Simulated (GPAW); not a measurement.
# Mo (Im-3m) in GPAW: further runs

The runs below take Mo through single point, with PBE, LDA.

All numbers are computed with GPAW 26.7.0; they aren't measurements. Logs are shortened: lines on timing, memory, paths and dates and some standing lists are left out, and cuts for length are marked. The log counts tension as positive stress, the text compression.

**1. The crystal as given**

The structure is cubic, space group Im-3m (No. 229). Conventional cell: a = 3.168 Å, b = 3.168 Å, c = 3.168 Å, α = 90.00°, β = 90.00°, γ = 90.00°. Mo (site symmetry m-3m) has 8 Mo at 2.74 Å as nearest neighbours.

**2. Single point, PBE**

Input file run.py:

```python
from ase import Atoms
from ase.dft.bandgap import bandgap
from ase.io import write
from ase.units import GPa
from gpaw import GPAW, PW

atoms = Atoms(['Mo'],
              cell=[[-1.5838089719, 1.5838089719, 1.5838089719],
                    [1.5838089719, -1.5838089719, 1.5838089719],
                    [1.5838089719, 1.5838089719, -1.5838089719]],
              scaled_positions=[[0.0, 0.0, 0.0]],
              pbc=True)

calc = GPAW(mode=PW(450),
            xc='PBE',
            kpts={'size': (9, 9, 9), 'gamma': True},
            occupations={'name': 'fermi-dirac', 'width': 0.05},
            nbands=16,
            maxiter=120,
            txt='gpaw.txt')
atoms.calc = calc
energy = atoms.get_potential_energy()
forces = atoms.get_forces()
stress = atoms.get_stress()
calc.write('gs.gpw')
write('result.traj', atoms)
print(f'Energy: {energy:.6f} eV')
print('Forces (eV/A):')
print(forces.round(4))
print('Stress (GPa):', (stress / GPa).round(3))
print('Fermi level:', round(calc.get_fermi_level(), 4), 'eV')
print(f'Gap: {bandgap(calc)[0]:.4f} eV, direct: {bandgap(calc, direct=True)[0]:.4f} eV')
```

Potentials or basis: GPAW PAW data sets (gpaw-data 1.2.1), pw.

On the command line:

```
$ OMP_NUM_THREADS=1 python run.py
```

gpaw.txt:

```text
__  _  _
 | _ |_)|_||  |
 |__||  | ||/\| - 26.7.0

Input parameters:
  mode=PW(ecut=450.00000000000006),
  kpts=MonkhorstPack(size=(9, 9, 9), gamma=True),
  maxiter=120,
  nbands=16,
  occupations=Occupations(name='fermi-dirac', width=0.05),
  xc=XC(name='PBE')

Diagonalizing LCAO Hamiltonian
Converting LCAO to pw mode

       Mo

Atoms  # Å, Bohr magnetons
|   | symbol |        x |        y |        z |    initial magnetic moments |
|---|--------|----------|----------|----------|-----------------------------|
| 0 |     Mo | 0.000000 | 0.000000 | 0.000000 | ( 0.0000,  0.0000,  0.0000) |

Unit cell  # Å
| periodic |         x |         y |         z |  lengths |     angles |
|----------|-----------|-----------|-----------|----------|------------|
|      yes | -1.583809 |  1.583809 |  1.583809 | 2.743238 | 109.471221 |
|      yes |  1.583809 | -1.583809 |  1.583809 | 2.743238 | 109.471221 |
|      yes |  1.583809 |  1.583809 | -1.583809 | 2.743238 | 109.471221 |

Number of symmetries: 48
Symmetry operations  # r_c * U_cc + t_c -> r_c
|    | kind |            matrix            |
|----|------|------------------------------|
|  0 |  σ   |  1, 1, 1,  0, 0,-1,  0,-1, 0 |
|  1 |  C4  |  1, 1, 1,  0, 0,-1, -1, 0, 0 |
|  2 |  C2  |  1, 1, 1,  0,-1, 0,  0, 0,-1 |
|  3 |  S6  |  1, 1, 1,  0,-1, 0, -1, 0, 0 |
|  4 |  S6  |  1, 1, 1, -1, 0, 0,  0, 0,-1 |
|  5 |  C4  |  1, 1, 1, -1, 0, 0,  0,-1, 0 |
|  6 |  E   |  1, 0, 0,  0, 1, 0,  0, 0, 1 |
|  7 |  σ   |  1, 0, 0,  0, 1, 0, -1,-1,-1 |
|  8 |  σ   |  1, 0, 0,  0, 0, 1,  0, 1, 0 |
|  9 |  C3  |  1, 0, 0,  0, 0, 1, -1,-1,-1 |
| 10 |  C3  |  1, 0, 0, -1,-1,-1,  0, 1, 0 |
| 11 |  σ   |  1, 0, 0, -1,-1,-1,  0, 0, 1 |
| 12 |  σ   |  0, 1, 0,  1, 0, 0,  0, 0, 1 |
| 13 |  C2  |  0, 1, 0,  1, 0, 0, -1,-1,-1 |
| 14 |  C3  |  0, 1, 0,  0, 0, 1,  1, 0, 0 |
| 15 |  S4  |  0, 1, 0,  0, 0, 1, -1,-1,-1 |
| 16 |  S4  |  0, 1, 0, -1,-1,-1,  1, 0, 0 |
| 17 |  C3  |  0, 1, 0, -1,-1,-1,  0, 0, 1 |
| 18 |  C3  |  0, 0, 1,  1, 0, 0,  0, 1, 0 |
| 19 |  S4  |  0, 0, 1,  1, 0, 0, -1,-1,-1 |
| 20 |  σ   |  0, 0, 1,  0, 1, 0,  1, 0, 0 |
| 21 |  C3  |  0, 0, 1,  0, 1, 0, -1,-1,-1 |
| 22 |  C2  |  0, 0, 1, -1,-1,-1,  1, 0, 0 |
| 23 |  S4  |  0, 0, 1, -1,-1,-1,  0, 1, 0 |
| 24 |  C4  |  0, 0,-1,  1, 1, 1,  0,-1, 0 |
| 25 |  σ   |  0, 0,-1,  1, 1, 1, -1, 0, 0 |
| 26 |  S6  |  0, 0,-1,  0,-1, 0,  1, 1, 1 |
| 27 |  C2  |  0, 0,-1,  0,-1, 0, -1, 0, 0 |
| 28 |  C4  |  0, 0,-1, -1, 0, 0,  1, 1, 1 |
| 29 |  S6  |  0, 0,-1, -1, 0, 0,  0,-1, 0 |
| 30 |  S6  |  0,-1, 0,  1, 1, 1,  0, 0,-1 |
| 31 |  C4  |  0,-1, 0,  1, 1, 1, -1, 0, 0 |
| 32 |  C4  |  0,-1, 0,  0, 0,-1,  1, 1, 1 |
| 33 |  S6  |  0,-1, 0,  0, 0,-1, -1, 0, 0 |
| 34 |  σ   |  0,-1, 0, -1, 0, 0,  1, 1, 1 |
| 35 |  C2  |  0,-1, 0, -1, 0, 0,  0, 0,-1 |
| 36 |  C2  | -1, 0, 0,  1, 1, 1,  0, 0,-1 |
| 37 |  S6  | -1, 0, 0,  1, 1, 1,  0,-1, 0 |
| 38 |  S6  | -1, 0, 0,  0, 0,-1,  1, 1, 1 |
| 39 |  C2  | -1, 0, 0,  0, 0,-1,  0,-1, 0 |
| 40 |  C2  | -1, 0, 0,  0,-1, 0,  1, 1, 1 |
| 41 |  i   | -1, 0, 0,  0,-1, 0,  0, 0,-1 |
| 42 |  S4  | -1,-1,-1,  1, 0, 0,  0, 1, 0 |
| 43 |  C3  | -1,-1,-1,  1, 0, 0,  0, 0, 1 |
| 44 |  C3  | -1,-1,-1,  0, 1, 0,  1, 0, 0 |
| 45 |  σ   | -1,-1,-1,  0, 1, 0,  0, 0, 1 |
| 46 |  S4  | -1,-1,-1,  0, 0, 1,  1, 0, 0 |
| 47 |  C2  | -1,-1,-1,  0, 0, 1,  0, 1, 0 |

BZ-sampling:
  Number of BZ points: 729
  Number of IBZ points: 35

  Monkhorst-Pack size: [9, 9, 9]
  Monkhorst-Pack shift: [0, 0, 0]

K-points  # in reciprocal-cell coordinates
|     |                                coordinates |     weight |
|-----|--------------------------------------------|------------|
|   0 | (  0.00000000,   0.00000000,   0.00000000) | 0.00137174 |
|   1 | (  0.11111111,   0.00000000,   0.00000000) | 0.01646091 |
|   2 | (  0.11111111,   0.11111111,  -0.11111111) | 0.00823045 |
|   3 | (  0.22222222,   0.00000000,  -0.11111111) | 0.03292181 |
|   4 | (  0.22222222,   0.00000000,   0.00000000) | 0.01646091 |
|   5 | (  0.22222222,   0.11111111,  -0.11111111) | 0.03292181 |
|   6 | (  0.22222222,   0.22222222,  -0.22222222) | 0.00823045 |
|   7 | (  0.33333333,  -0.11111111,  -0.11111111) | 0.01097394 |
|   8 | (  0.33333333,   0.00000000,  -0.11111111) | 0.06584362 |
|   9 | (  0.33333333,   0.00000000,   0.00000000) | 0.01646091 |
| ... |                                            |            |
|  34 | (  0.44444444,   0.44444444,   0.44444444) | 0.01097394 |

Plane wave coefficients: 369
Cutoff: 450.00000000000006 eV

Spin-components: 1 (collinear spins)
Bands:           16
Projectors:      6
Spin-degeneracy: 2
Datatype:        complex128

Parallelization:
  kpt:    1
  domain: 1
  band:   1

Density:
  Valence electrons: 14.0
  Components: 1
  Grid points: [14 14 14]
  Charge: 0.0  # |e|

Potential:
  Grid points: [14 14 14]

species:
  Mo:
    name:    Molybdenum
    Z:       42.0
    valence: 14
    core:    28
    charge:  0.0  # [|e|]
    compensation charges:
      type: gauss
      rc: 0.38  # [Å]
      lmax: 2
    cutoffs:
      filter: 2.16  # [Å]
      core: 1.42  # [Å]
    projectors
    | kind |    occ | energy [eV] | rcut [Å] |
    |------|--------|-------------|----------|
    |   4s |  2.000 |     -64.307 |    1.238 |
    |   5s |  1.000 |      -4.084 |    1.238 |
    |   4p |  6.000 |     -38.491 |    1.296 |
    |   5p |  0.000 |      -1.044 |    1.296 |
    |   4d |  5.000 |      -3.754 |    1.296 |
    |    d |        |      23.458 |    1.296 |

    Using partial waves for Mo as LCAO basis

Reference energy: -110134.072632  # eV

eigensolver:
  PPCG
  Converge bands: occupied
  niter=2

density mixing:
  MSR1-Mixer
  Pratt-step length: 0.05
  Maximum mixing coefficient: 0.75
  Old densities: 10
  SVD Regularization: 0.005
  Good broyden scale: 1.0
  Trust region scale: 1.0
  Backstep threshold: 4.0
  History deletion threshold: 6.0
  Fourier metric: weight=20.0, sigma=0.015

occupation numbers:
  Fermi-Dirac:
    width: 0.0500  # eV

poisson solver:
  ecut: 3600.0000000000005  # eV

xc functional:
  name: PBE with 2 nearest neighbor stencil

convergence criteria:
- Maximum [total energy] change in last 3 cyles: 0.0005 eV / valence electron
- Maximum integral of absolute [dens]ity change: 0.0001 electrons / valence electron
- Maximum integral of absolute [eigenst]ate change: 4e-08 eV^2 / valence electron
maximum number of iterations: 120

SCF iterations
|iter     | |      energy | eigst |  dens |
|---------|-|-------------|-------|-------|
|iter:   1| |  -12.176235 | +0.26 |       |
|iter:   2| |  -12.009713 | -2.28 | -0.99 |
|iter:   3| |  -11.266302 | -1.44 | -1.03 |
|iter:   4| |  -11.267192 | -3.38 | -1.90 |
|iter:   5| |  -11.268297c| -4.10 | -2.17 |
|iter:   6| |  -11.268300c| -6.43 | -3.60 |
|iter:   7| |  -11.268301c| -6.97 | -3.97 |
|iter:   8| |  -11.268301c| -8.84c| -5.24c|

Converged in 8 steps
Energy contributions relative to reference atoms: (reference = -110134.072632)

Energy contributions:
  Kinetic:         -13.683196
  Coulomb:           7.884685
  Zero:             -0.248924
  External:          0.000000
  Xc:               -5.218040
  Entropy:          -0.005650
  Spinorbit:         0.000000
  ----------------------------
  Free energy:     -11.271126
  Extrapolated:    -11.268301

dipole moment: (-5.927181, -5.927181, -5.927181)  # |e|*Ang

Fermi level: 13.222
Eigenvalues  # (at kpt = [0.000, 0.000, 0.000])
| band index |      eig [eV] | occ [0-2] |
|------------|---------------|-----------|
|          0 |       -48.084 |     2.000 |
|          1 |       -21.431 |     2.000 |
|          2 |       -21.431 |     2.000 |
|          3 |       -21.431 |     2.000 |
|          4 |         6.133 |     2.000 |
|          5 |        11.931 |     2.000 |
[... 8 lines left out ...]
|         14 |        39.167 |     0.000 |
|         15 |        42.845 |     0.000 |

No gap
No difference between direct/indirect transitions

Forces  # eV/Ang
|       x |       y |       z |
|---------|---------|---------|
| 0.00000 | 0.00000 | 0.00000 |  # Mo   0

Stress tensor  # eV/Ang^3
|         x |         y |         z |
|-----------|-----------|-----------|
|  0.017586 | -0.000000 | -0.000000 |
| -0.000000 |  0.017586 | -0.000000 |
| -0.000000 | -0.000000 |  0.017586 |

# Writing to gs.gpw (mode='')
```

Run time: 2.9 s. Hardware: 1 thread of Intel Xeon 6975P-C (Granite Rapids), shared host; peak memory 0.12 GiB.

What came out:

```yaml
Free_energy: -11.2711 eV
Pressure: -2.8 GPa
Band_gap_on_the_k_mesh: none (metal or under the smearing width)
```

Caveat: the cutoff is short for stress and forces, so pressures can be off by a GPa or more.

**3. Single point, LDA**

Input file run.py:

```python
from ase.dft.bandgap import bandgap
from ase.io import read, write
from ase.units import GPa
from gpaw import GPAW, PW

atoms = read('Mo.cif')

calc = GPAW(mode=PW(400),
            xc='LDA',
            kpts={'size': (7, 7, 7), 'gamma': True},
            occupations={'name': 'fermi-dirac', 'width': 0.05},
            nbands=27,
            convergence={'density': 1e-05, 'energy': 1e-05},
            maxiter=80,
            txt='gpaw.txt')
atoms.calc = calc
energy = atoms.get_potential_energy()
forces = atoms.get_forces()
stress = atoms.get_stress()
calc.write('gs.gpw')
write('result.traj', atoms)
print(f'Energy: {energy:.6f} eV')
print('Forces (eV/A):')
print(forces.round(4))
print('Stress (GPa):', (stress / GPa).round(3))
print('Fermi level:', round(calc.get_fermi_level(), 4), 'eV')
print(f'Gap: {bandgap(calc)[0]:.4f} eV, direct: {bandgap(calc, direct=True)[0]:.4f} eV')
```

Input file Mo.cif:

```cif
data_Mo
_cell_length_a 3.16761794
_cell_length_b 3.16761794
_cell_length_c 3.16761794
_cell_angle_alpha 90.00000000
_cell_angle_beta 90.00000000
_cell_angle_gamma 90.00000000
_space_group_name_H-M_alt 'Im-3m'
_space_group_name_Hall '-I 4 2 3'
_space_group_IT_number 229
loop_
_space_group_symop_operation_xyz
'x,y,z'
'-x,-y,-z'
'-y,x,z'
'y,-x,-z'
'-x,-y,z'
'x,y,-z'
'y,-x,z'
'-y,x,-z'
'x,-y,-z'
'-x,y,z'
'-y,-x,-z'
'y,x,z'
'-x,y,-z'
'x,-y,z'
'y,x,-z'
'-y,-x,z'
'z,x,y'
'-z,-x,-y'
'z,-y,x'
'-z,y,-x'
'z,-x,-y'
'-z,x,y'
'z,y,-x'
'-z,-y,x'
'-z,x,-y'
'z,-x,y'
'-z,-y,-x'
'z,y,x'
'-z,-x,y'
'z,x,-y'
'-z,y,x'
'z,-y,-x'
'y,z,x'
'-y,-z,-x'
'x,z,-y'
'-x,-z,y'
'-y,z,-x'
'y,-z,x'
'-x,z,y'
'x,-z,-y'
'-y,-z,x'
'y,z,-x'
'-x,-z,-y'
'x,z,y'
'y,-z,-x'
'-y,z,x'
'x,-z,y'
'-x,z,-y'
'x+1/2,y+1/2,z+1/2'
'-x+1/2,-y+1/2,-z+1/2'
'-y+1/2,x+1/2,z+1/2'
'y+1/2,-x+1/2,-z+1/2'
'-x+1/2,-y+1/2,z+1/2'
'x+1/2,y+1/2,-z+1/2'
'y+1/2,-x+1/2,z+1/2'
'-y+1/2,x+1/2,-z+1/2'
'x+1/2,-y+1/2,-z+1/2'
'-x+1/2,y+1/2,z+1/2'
'-y+1/2,-x+1/2,-z+1/2'
'y+1/2,x+1/2,z+1/2'
'-x+1/2,y+1/2,-z+1/2'
'x+1/2,-y+1/2,z+1/2'
'y+1/2,x+1/2,-z+1/2'
'-y+1/2,-x+1/2,z+1/2'
'z+1/2,x+1/2,y+1/2'
'-z+1/2,-x+1/2,-y+1/2'
'z+1/2,-y+1/2,x+1/2'
'-z+1/2,y+1/2,-x+1/2'
'z+1/2,-x+1/2,-y+1/2'
'-z+1/2,x+1/2,y+1/2'
'z+1/2,y+1/2,-x+1/2'
'-z+1/2,-y+1/2,x+1/2'
'-z+1/2,x+1/2,-y+1/2'
'z+1/2,-x+1/2,y+1/2'
'-z+1/2,-y+1/2,-x+1/2'
'z+1/2,y+1/2,x+1/2'
'-z+1/2,-x+1/2,y+1/2'
'z+1/2,x+1/2,-y+1/2'
'-z+1/2,y+1/2,x+1/2'
'z+1/2,-y+1/2,-x+1/2'
'y+1/2,z+1/2,x+1/2'
'-y+1/2,-z+1/2,-x+1/2'
'x+1/2,z+1/2,-y+1/2'
'-x+1/2,-z+1/2,y+1/2'
'-y+1/2,z+1/2,-x+1/2'
'y+1/2,-z+1/2,x+1/2'
'-x+1/2,z+1/2,y+1/2'
'x+1/2,-z+1/2,-y+1/2'
'-y+1/2,-z+1/2,x+1/2'
'y+1/2,z+1/2,-x+1/2'
'-x+1/2,-z+1/2,-y+1/2'
'x+1/2,z+1/2,y+1/2'
'y+1/2,-z+1/2,-x+1/2'
'-y+1/2,z+1/2,x+1/2'
'x+1/2,-z+1/2,y+1/2'
'-x+1/2,z+1/2,-y+1/2'
loop_
_atom_site_label
_atom_site_type_symbol
_atom_site_symmetry_multiplicity
_atom_site_Wyckoff_symbol
_atom_site_fract_x
_atom_site_fract_y
_atom_site_fract_z
_atom_site_occupancy
Mo1 Mo 2 a 0.0000000000 0.0000000000 0.0000000000 1
```

Potentials or basis: the program's PAW data sets (release 1.2.1) made for this functional, pw.

On the command line:

```
$ OMP_NUM_THREADS=1 python run.py
```

Wall time 7.1 s (1 thread of Arm Neoverse V1, shared host); peak memory 0.13 GiB.

The run converged, but some of its settings lie outside the range that counts as converged, so its numbers aren't taken as properties of the crystal.

What came out:

```yaml
Free_energy: -24.8785 eV
Pressure: -15.7 GPa
Band_gap_on_the_k_mesh: none (metal or under the smearing width)
```

Caveat: the cutoff is short for stress and forces, so pressures can be off by a GPa or more.
